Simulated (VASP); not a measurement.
Input of a VASP 6.6.1 run:

File INCAR:

```
PREC     = Accurate       # precision mode
ENCUT    = 520            # plane-wave cutoff, eV
EDIFF    = 1E-7           # SCF threshold, eV
ISMEAR   = -1             # smearing method
SIGMA    = 0.05           # smearing width, eV
LREAL    = F              # projectors in reciprocal space
LASPH    = T              # aspherical terms in the spheres
NELM     = 150            # most SCF steps
ALGO     = Fast           # electronic algorithm
ISIF     = 2              # what is computed and relaxed
LWAVE    = F              # write WAVECAR
LCHARG   = F              # write CHGCAR
ISPIN    = 2              # spin polarisation
MAGMOM   = 1 1            # initial moments
LORBIT   = 11             # projections on sites
LMAXMIX  = 4              # l up to which the mixer works
GGA      = PE             # functional
NBANDS   = 26             # bands
```

Contents of KPOINTS:

```
regular mesh
0
Gamma
  22 22 12
```

Contents of POSCAR:

```
Rh
1.0
    2.7227520251      0.0000000000      0.0000000000
   -1.3613760125      2.3579724219      0.0000000000
    0.0000000000      0.0000000000      4.3937026491
Rh
2
Direct
    0.3333333333      0.6666666667      0.2500000000
    0.6666666667      0.3333333333      0.7500000000
```

Potentials or basis: VASP PAW PBE potentials, release 64 (Rh_pv).

Command:

```sh
$ cat potpaw_PBE.64/Rh_pv/POTCAR > POTCAR
$ mpirun -np 1 vasp_std > vasp.out
```

What does it give for the band gap on the k mesh?

None (metal or under the smearing width).

What does it give for the net moment?

0.00 μB per cell.

What does it give for the pressure?

0.0 GPa.
